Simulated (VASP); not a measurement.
# ZnGe2N2 (P-3m1) in VASP: single point with PBE

Aim: the single point of ZnGe2N2 with PBE.

Everything below comes from runs of VASP 6.6.1. Logs are shortened: lines on timing, memory, paths and dates and some standing lists are left out, and cuts for length are marked.

## Step 1: The structure

It takes space group P-3m1 (No. 164, trigonal). The conventional cell has a = 3.115 Å, b = 3.115 Å, c = 8.074 Å, α = 90.00°, β = 90.00°, γ = 120.00°. Zn (site symmetry -3m) has 2 N at 2.00 Å as nearest neighbours. Ge (site symmetry 3m) has 3 N at 2.00 Å as nearest neighbours. N (site symmetry 3m) has 3 Ge at 2.00 Å and 1 Zn at 2.00 Å as nearest neighbours.

The cell was built by a generator and needn't be a form met in nature.

## Step 2: Single point, PBE

File INCAR:

```
ALGO     = Fast           # electronic algorithm
EDIFF    = 1E-5           # SCF threshold, eV
ENCUT    = 520            # plane-wave cutoff, eV
GGA      = PE             # functional
ISIF     = 2              # what is computed and relaxed
ISMEAR   = 0              # smearing method
LASPH    = T              # aspherical terms in the spheres
LCHARG   = F              # write CHGCAR
LREAL    = Auto         
LWAVE    = F              # write WAVECAR
NELM     = 80             # most SCF steps
PREC     = Normal         # precision mode
SIGMA    = 0.15           # smearing width, eV
```

File KPOINTS:

```
k-points
0
Gamma
  8 8 3
```

File POSCAR:

```
ZnGe2N2
1.0
    6.2307720000      0.0000000000      0.0000000000
   -1.5576930000      2.6980030000      0.0000000000
    0.0000000000      0.0000000000      8.0743500000
Zn Ge N
2 4 4
Direct
    0.0000000000      0.0000000000      0.0000000000
    0.5000000000      0.0000000000      0.0000000000
    0.1666665000      0.6666670000      0.3571730000
    0.6666665000      0.6666670000      0.3571730000
    0.3333335000      0.3333330000      0.6428270000
    0.8333335000      0.3333330000      0.6428270000
    0.0000000000      0.0000000000      0.7517460000
    0.5000000000      0.0000000000      0.7517460000
    0.0000000000      0.0000000000      0.2482540000
    0.5000000000      0.0000000000      0.2482540000
```

Potentials or basis: VASP PAW PBE potentials, release 64 (Zn, Ge_d, N).

The run is started by

```
$ cat potpaw_PBE.64/Zn/POTCAR potpaw_PBE.64/Ge_d/POTCAR potpaw_PBE.64/N/POTCAR > POTCAR
$ mpirun -np 1 vasp_std > vasp.out
```

OUTCAR:

```text
EDIFF = 1E-5
   ENCUT = 520
   GGA = PE
   ISIF = 2
   ISMEAR = 0
   LASPH = T
   LREAL = Auto
   NELM = 80
   PREC = Normal

 ion  position               nearest neighbor table
   1  0.000  0.000  0.000-   7 2.00   9 2.00
   2  0.500  0.000  0.000-   8 2.00  10 2.00
   3  0.167  0.667  0.357-   9 2.00   9 2.00  10 2.00
   4  0.667  0.667  0.357-  10 2.00  10 2.00   9 2.00
   5  0.333  0.333  0.643-   8 2.00   8 2.00   7 2.00
   6  0.833  0.333  0.643-   7 2.00   7 2.00   8 2.00
   7  0.000  0.000  0.752-   6 2.00   6 2.00   5 2.00   1 2.00
   8  0.500  0.000  0.752-   5 2.00   5 2.00   6 2.00   2 2.00
   9  0.000  0.000  0.248-   3 2.00   3 2.00   4 2.00   1 2.00
  10  0.500  0.000  0.248-   4 2.00   4 2.00   3 2.00   2 2.00

  Warning from LATTYP: Monoclinic adjustment (A1->A3, A2->A1, A3->A2)!
  LATTYP: Found a simple orthorhombic cell.
 ALAT       =     3.1153856375
 B/A-ratio  =     1.7320509419
 C/A-ratio  =     2.5917658164

  Lattice vectors:

 A1 = (   1.5576930000,  -2.6980030000,   0.0000000000)
 A2 = (   4.6730790000,   2.6980030000,   0.0000000000)
 A3 = (   0.0000000000,   0.0000000000,   8.0743500000)

Analysis of symmetry for initial positions (statically):
=====================================================================
 Subroutine PRICEL returns following result:

  LATTYP: Found a hexagonal cell.
 ALAT       =     3.1153860000
 C/A-ratio  =     2.5917655148

  Lattice vectors:

 A1 = (   3.1153860000,   0.0000000000,   0.0000000000)
 A2 = (  -1.5576930000,   2.6980030000,   0.0000000000)
 A3 = (   0.0000000000,   0.0000000000,   8.0743500000)

   2 primitive cells build up your supercell.

 Routine SETGRP: Setting up the symmetry group for a
 simple orthorhombic supercell.

 Subroutine GETGRP returns: Found  4 space group operations
 (whereof  4 operations were pure point group operations)
 out of a pool of  8 trial point group operations.

The static configuration has the point symmetry C_2h.

Analysis of symmetry for dynamics (positions and initial velocities):
=====================================================================
 Subroutine PRICEL returns following result:

  LATTYP: Found a hexagonal cell.
 ALAT       =     3.1153860000
 C/A-ratio  =     2.5917655148

  Lattice vectors:

 A1 = (   3.1153860000,   0.0000000000,   0.0000000000)
 A2 = (  -1.5576930000,   2.6980030000,   0.0000000000)
 A3 = (   0.0000000000,   0.0000000000,   8.0743500000)

   2 primitive cells build up your supercell.

 Routine SETGRP: Setting up the symmetry group for a
 simple orthorhombic supercell.

 Subroutine GETGRP returns: Found  4 space group operations
 (whereof  4 operations were pure point group operations)
 out of a pool of  8 trial point group operations.

The dynamic configuration has the point symmetry C_2h.

 Subroutine INISYM returns: Found  4 space group operations
 (whereof  4 operations are pure point group operations),
 and found     2 'primitive' translations

----------------------------------------------------------------------------------------

                                     Primitive cell

  volume of cell :      67.8675

  direct lattice vectors                    reciprocal lattice vectors
     3.115386000  0.000000000  0.000000000     0.320987512  0.185322255  0.000000000
    -1.557693000  2.698003000  0.000000000     0.000000000  0.370644510  0.000000000
     0.000000000  0.000000000  8.074350000     0.000000000  0.000000000  0.123848979

  length of vectors
     3.115386000  3.115385637  8.074350000     0.370644467  0.370644510  0.123848979

  position of ions in fractional coordinates (direct lattice)
     0.000000000  0.000000000  0.000000000
     0.333333000  0.666667000  0.357173000
     0.666667000  0.333333000  0.642827000
     0.000000000  0.000000000  0.751746000
     0.000000000  0.000000000  0.248254000

  ion indices of the primitive-cell ions
   primitive index   ion index
                 1           1
                 2           3
                 3           6
                 4           7
                 5           9

----------------------------------------------------------------------------------------

 KPOINTS: k-points

Automatic generation of k-mesh.
 Grid dimensions read from file:
 generate k-points for:    8    8    3

 Generating k-lattice:

  Cartesian coordinates                     Fractional coordinates (reciprocal lattice)
     0.020061719  0.011582641  0.000000000     0.125000000  0.000000000  0.000000000
     0.000000000  0.046330564  0.000000000     0.000000000  0.125000000  0.000000000
     0.000000000  0.000000000  0.041282993     0.000000000  0.000000000  0.333333333

  Length of vectors
     0.023165279  0.046330564  0.041282993

  Shift w.r.t. Gamma in fractional coordinates (k-lattice)
     0.000000000  0.000000000  0.000000000

 Subroutine IBZKPT returns following result:
 ===========================================

 Found     65 irreducible k-points:

 Following reciprocal coordinates:
            Coordinates               Weight
  0.000000  0.000000  0.000000      1.000000
  0.125000  0.000000  0.000000      2.000000
  0.250000  0.000000  0.000000      2.000000
  0.375000 -0.000000  0.000000      2.000000
  0.500000  0.000000  0.000000      1.000000
  0.000000  0.125000  0.000000      4.000000
[... 16 lines left out ...]
  0.250000  0.500000  0.000000      2.000000
  0.375000  0.500000  0.000000      2.000000
 [... further k-points ...]
   k-points           NKPTS =     65   k-points in BZ     NKDIM =     65   number of bands    NBANDS=     60
   number of dos      NEDOS =    301   number of ions     NIONS =     10
   total plane-waves  NPLWV =  31104
   dimension x,y,z NGX =    36 NGY =   18 NGZ =   48
   dimension x,y,z NGXF=    72 NGYF=   36 NGZF=   96
   ions per type =               2   4   4
   NGX,Y,Z   is equivalent  to a cutoff of   9.61,  9.61,  9.88 a.u.
   NGXF,Y,Z  is equivalent  to a cutoff of  19.21, 19.21, 19.77 a.u.
 SYSTEM =  unknown system
   PREC   = normal    normal or accurate (medium, high low for compatibility)
   ISTART =      0    job   : 0-new  1-cont  2-samecut
   ICHARG =      2    charge: 1-file 2-atom 10-const
   ISPIN  =      1    spin polarized calculation?
   LNONCOLLINEAR =      F non collinear calculations
   LSORBIT =      F    spin-orbit coupling
   LASPH  =      T    aspherical Exc in radial PAW
   ENCUT  =  520.0 eV  38.22 Ry    6.18 a.u.  11.59  5.79 15.01*2*pi/ulx,y,z
   NELM   =     80;   NELMIN=  2; NELMDL= -5     # of ELM steps
   EDIFF  = 0.1E-04   stopping-criterion for ELM
   LREAL  =      T    real-space projection
   EDIFFG = 0.1E-03   stopping-criterion for IOM
   NSW    =      0    number of steps for IOM
   IBRION =     -1    ionic relax: 0-MD 1-quasi-New 2-CG
   NFREE  =      0    steps in history (QN), initial steepest desc. (CG)
   ISIF   =      2    stress and relaxation
   ISYM   =      2    0-nonsym 1-usesym 2-fastsym
   POTIM  = 0.5000    time-step for ionic-motion
   TEBEG  =    0.0;   TEEND  =   0.0 temperature during run
   PSTRESS=    0.0 pullay stress
   NELECT =     100.0000    total number of electrons
   NUPDOWN=      -1.0000    fix difference up-down
   EMIN   =  10.00;   EMAX   =-10.00  energy-range for DOS
   EFERMI =   0.00;   METHOD = LEGACY
   ISMEAR =     0;   SIGMA  =   0.15  broadening in eV -4-tet -1-fermi 0-gaus
   EFERMI_NEDOS =   21; number of points for ismear=-14 and -15
   IALGO  =     68    algorithm
   IMIX   =      4    mixing-type and parameters
     AMIX     =   0.40;   BMIX     =  1.00
     AMIX_MAG =   1.60;   BMIX_MAG =  1.00
  volume/ion in A,a.u.               =      13.57        91.60
  Fermi-wavevector in a.u.,A,eV,Ry     =   1.478578  2.794107 29.744956  2.186193
  Thomas-Fermi vector in A             =   2.592842
   LORBIT       =      0    0 simple, 1 ext, 2 COOP (PROOUT), +10 PAW based schemes
   GGA     = PE    functional components
   LHFCALC =     F    Hartree Fock is set to
   AEXX    =    0.0000 exact exchange contribution
   IVDW    =     0    specifies the selected vdW correction
   LEPSILON=     F    determine dielectric tensor
   LRPA    =     F    only Hartree local field effects (RPA)
 non-spin polarized calculation
 RMM-DIIS sequential band-by-band and
 Gauss-broadening in eV      SIGMA  =   0.15
  energy-cutoff  :      520.00
  volume of cell :      135.74
 maximum number of plane-waves:      3688
   NGX = 23   NGY = 11   NGZ = 31

 number of electron     100.0000189 magnetization

 Free energy of the ion-electron system (eV)
  ---------------------------------------------------
  ext. energy  EPLUGINS =         0.00000000
  ---------------------------------------------------
  free energy    TOTEN  =       -51.57207039 eV

  energy without entropy =      -51.54546847  energy(sigma->0) =      -51.55876943

 E-fermi :   5.9945     XC(G=0): -11.2739

 val. band max:        5.9618863484   @ k =  -0.2500  -0.3750  -0.3333
 cond. band min:       6.0260748219   @ k =  -0.3750   0.3750   0.3333
 fundamental gap:      0.0641884735
 Fermi energy:         5.9944619960

 k-point     1 :       0.0000    0.0000    0.0000
  band No.  band energies     occupation
      1     -19.3398      2.00000
      2     -19.3173      2.00000
      3     -19.2717      2.00000
      4     -19.2716      2.00000
      5     -19.2591      2.00000
      6     -19.2591      2.00000
[... 52 lines left out ...]
     59      11.6414      0.00000
     60      11.7230      0.00000

 k-point     2 :       0.1250    0.0000    0.0000
  band No.  band energies     occupation
      1     -19.3371      2.00000
      2     -19.3151      2.00000
      3     -19.2738      2.00000
      4     -19.2694      2.00000
      5     -19.2617      2.00000
      6     -19.2560      2.00000
[... 1375 lines left out ...]
     59      10.8644      0.00000
     60      10.8778      0.00000

 k-point    24 :       0.3750    0.5000    0.0000
  band No.  band energies     occupation
      1     -19.3198      2.00000
      2     -19.3198      2.00000
      3     -19.2990      2.00000
      4     -19.2990      2.00000
      5     -19.2374      2.00000
      6     -19.2374      2.00000
[... 52 lines left out ...]
     59      10.7296      0.00000
     60      10.7412      0.00000

 [... further k-points ...]

------------------------ aborting loop because EDIFF is reached ----------------------------------------

  FORCE on cell =-STRESS in cart. coord.  units (eV):
  Direction    XX          YY          ZZ          XY          YZ          ZX
  --------------------------------------------------------------------------------------
  -------------------------------------------------------------------------------------
  Total       -0.3573533     -0.1631379     -0.0287881     -0.1681954      0.0213271      0.0369397
  in kB       -4.2180966     -1.9256328     -0.3398064     -1.9853310      0.2517392      0.4360255
  external PRESSURE =      -2.1611786 kB  Pullay stress =       0.0000000 kB

 VOLUME and BASIS-vectors are now :
 -----------------------------------------------------------------------------
  energy-cutoff  :      520.00
  volume of cell :      135.74
      direct lattice vectors                 reciprocal lattice vectors
     6.230772000  0.000000000  0.000000000     0.160493756  0.092661128  0.000000000
    -1.557693000  2.698003000  0.000000000     0.000000000  0.370644510  0.000000000
     0.000000000  0.000000000  8.074350000     0.000000000  0.000000000  0.123848979

 POSITION                                       TOTAL-FORCE (eV/Angst)
 -----------------------------------------------------------------------------------
      0.00000      0.00000      0.00000         0.000000      0.000000     -0.000000
      3.11539      0.00000      0.00000         0.000000      0.000000     -0.000000
     -0.00000      1.79867      2.88394        -0.007677     -0.004432     -0.001201
      3.11538      1.79867      2.88394        -0.007677     -0.004432     -0.001201
      1.55769      0.89933      5.19041         0.007677      0.004432      0.001201
      4.67308      0.89933      5.19041         0.007677      0.004432      0.001201
      0.00000      0.00000      6.06986         0.001152      0.000665     -0.035317
      3.11539      0.00000      6.06986         0.001152      0.000665     -0.035317
      0.00000      0.00000      2.00449        -0.001152     -0.000665      0.035317
      3.11539      0.00000      2.00449        -0.001152     -0.000665      0.035317
 -----------------------------------------------------------------------------------
    total drift:                                0.000000     -0.000000     -0.000000

  FREE ENERGIE OF THE ION-ELECTRON SYSTEM (eV)
  ---------------------------------------------------
  free  energy   TOTEN  =       -51.5720703947 eV

  energy  without entropy=      -51.5454684677  energy(sigma->0) =      -51.55876943
```

It took 5.9 min on 1 thread of Intel Xeon Platinum 8488C (Sapphire Rapids), shared host; peak memory 0.4 GiB.

What came out:

- Free energy: -51.5721 eV
- Pressure: -0.2 GPa
- Largest force: 0.035 eV/Å
- Band gap on the k mesh: none (metal or under the smearing width)

Forces in eV/Å, atoms in the order of the input:
```
Zn   0.000  0.000  0.000
Zn   0.000  0.000  0.000
Ge  -0.008 -0.004 -0.001
Ge  -0.008 -0.004 -0.001
Ge   0.008  0.004  0.001
Ge   0.008  0.004  0.001
N    0.001  0.001 -0.035
N    0.001  0.001 -0.035
N   -0.001 -0.001  0.035
N   -0.001 -0.001  0.035
```

Stress tensor (GPa, compression positive):
```
-0.42 -0.20  0.04
-0.20 -0.19  0.03
 0.04  0.03 -0.03
```
